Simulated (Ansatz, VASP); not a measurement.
# Ti: VASP beside Ansatz

Contents of INCAR:

```
ALGO = Normal
EDIFF = 1E-8
ENCUT = 520
GGA = CA
ISIF = 2
ISMEAR = -1
LASPH = True
LCHARG = False
LEFG = True
LREAL = False
LWAVE = False
NBANDS = 12
NELM = 60
PREC = Accurate
SIGMA = 0.05
```

KPOINTS

```
k-points
0
Gamma
  15 15 15
```

The input POSCAR:

```
Ti
1.0
    0.0000000000      2.0300000000      2.0300000000
    2.0300000000      0.0000000000      2.0300000000
    2.0300000000      2.0300000000      0.0000000000
Ti
1
Direct
    0.0000000000      0.0000000000      0.0000000000
```

Input for Ansatz:

```yaml
crystal:
  lattice:
    - [0.0, 2.03, 2.03]
    - [2.03, 0.0, 2.03]
    - [2.03, 2.03, 0.0]
  atoms:
    - { symbol: Ti, position: [0.0, 0.0, 0.0] }
kpoints:
  mp_grid: { grid: [15, 15, 15] }
  band_path:
    path:
      - [0.0, 0.0, 0.0]
      - [0.5, 0.0, 0.5]
      - [0.625, 0.25, 0.625]
      - [0.375, 0.375, 0.75]
      - [0.0, 0.0, 0.0]
      - [0.5, 0.5, 0.5]
      - [0.5, 0.25, 0.75]
      - [0.5, 0.0, 0.5]
    npoints: 5
scf:
  occupations: { method: fermi_dirac, width: 0.05 }
hamiltonian:
  xc: lda
  pseudopotentials: { kind: paw }
output:
  forces: true
  stress: true
  eigenvalues: true
  efg: { contact_densities: true }
  write_density: true
  write_potential: true
  elf: true
  volumetric_format: npy
```

Alike in both runs: task electric field gradients; functional LDA; k mesh 15 × 15 × 15; occupations fermi-dirac, width 0.05 eV; no spin polarisation.

|  | VASP | Ansatz |
| --- | --- | --- |
| version | VASP 6.6.1 | Ansatz 0.2.0 |
| potentials or method | VASP PAW LDA potentials, release 64 (Ti_sv) | PAW with Ansatz's default frozen-core files, scalar-relativistic |
| plane-wave cutoff (eV) | 520 | 420 |
| valence electrons in the cell | 12 | 12 |

|  | VASP | Ansatz | Ansatz less VASP |
| --- | --- | --- | --- |
| pressure (GPa) | -5.0 | -4.8 | +0.12 |
| Vzz of the field gradient on the site that differs most (V/Å²) | 0.0 | 0.0 | 0.00 |
